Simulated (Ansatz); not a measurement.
The system is ZrN.

```
CELL_PARAMETERS angstrom
0.00000 2.30000 2.30000
2.30000 0.00000 2.30000
2.30000 2.30000 0.00000
ATOMIC_POSITIONS crystal
Zr 0.50000 0.50000 0.50000
N 0.00000 0.00000 0.00000
```

| Property | Result |
| --- | --- |
| Program | Ansatz 0.2.0 |
| Task | relaxation of cell and atoms |
| Functional | PBEsol |
| Dispersion | D3(BJ) |
| Potentials or basis | all-electron LAPW, scalar-relativistic |
| Basis error allowed | 0.001 eV/atom |
| k mesh | 10 × 10 × 10 |
| Occupations | fermi-dirac, width 0.05 eV |
| Spin | no spin polarisation |

At the start: volume 12.17 Å³/atom.

**Question.** How do energy, volume and symmetry change on relaxing?

**Answer.** Over 6 steps the energy falls by 27.5 meV/atom and the volume is 11.54 Å³/atom (-5.2 %); space group Fm-3m (No. 225, to 0.05 Å).

Step by step:
| step | energy change (eV) | largest force (eV/Å) | volume (Å³) |
| --- | --- | --- | --- |
| 1 | 0.0000 | 0.0000 | 24.33 |
| 2 | -0.0269 | 0.0000 | 22.25 |
| 3 | -0.0547 | 0.0000 | 23.15 |
| 4 | -0.0550 | 0.0000 | 23.08 |
| 5 | -0.0550 | 0.0000 | 23.08 |
| 6 | -0.0550 | 0.0000 | 23.08 |

Final structure:
```xyz
2
Lattice="0.0000 2.2597 2.2597 2.2597 0.0000 2.2597 2.2597 2.2597 0.0000" Properties=species:S:1:pos:R:3 pbc="T T T"
Zr    2.2597    2.2597    2.2597
N     0.0000    0.0000    0.0000
```
